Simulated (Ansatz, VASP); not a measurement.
## MnO: VASP and Ansatz over several settings

```
Mn O
1.0
     0.00000    2.20898    2.20898
     2.20898    0.00000    2.20898
     2.20898    2.20898    0.00000
Mn O
1 1
Direct
  0.00000 0.00000 0.00000
  0.50000 0.50000 0.50000
```

Change from the starting cell: volume scaled by 0.98.

Single points on this cell with VASP 6.6.1 and Ansatz 0.2.0. Each row is one pair of runs. Alike in all rows: spin: collinear, ferromagnetic start; k mesh: 10 × 10 × 10; smearing: fermi-dirac, width 0.05 eV; VASP's potentials, cutoff: VASP PAW PBE potentials, release 64 (Mn_pv, O), 520 eV.

```csv
level,"Ansatz's potentials, cutoff","gap on the k mesh at the Fermi level (eV), VASP","gap on the k mesh at the Fermi level (eV), Ansatz","pressure (GPa), VASP","pressure (GPa), Ansatz","net moment per atom (μB), VASP","net moment per atom (μB), Ansatz"
PBE,"Ansatz PAW, 420 eV",none,none,2.6,2.4,2.37,2.37
PBE,"Ansatz PAW polarizable, 420 eV",none,none,2.6,2.4,2.37,2.37
PBEsol,"Ansatz PAW, 420 eV",none,none,-5.5,-5.8,2.34,2.34
```

Pressure (GPa): the two programs differ by at most 0.34; net moment per atom (μB): the two programs differ by at most 0.001.

A gap of «none» marks a metal or a gap that the smearing closes.

Caveats: a cell with one magnetic atom can't hold antiferromagnetic order, which such compounds often take (some rows); semilocal functionals often make such compounds metallic where correlation or magnetic order opens a gap, which also shifts bond lengths (some rows); the PAW data sets were made with another functional, which shifts forces and pressure a little (VASP); the pressure holds a Pulay correction of +0.6 GPa for the finite cutoff (Ansatz); the pressure holds a Pulay correction of +0.7 GPa for the finite cutoff (Ansatz); the PAW data sets come from PBE, with cores solved anew for the run's functional, which leaves a small shift of forces and pressure (Ansatz).
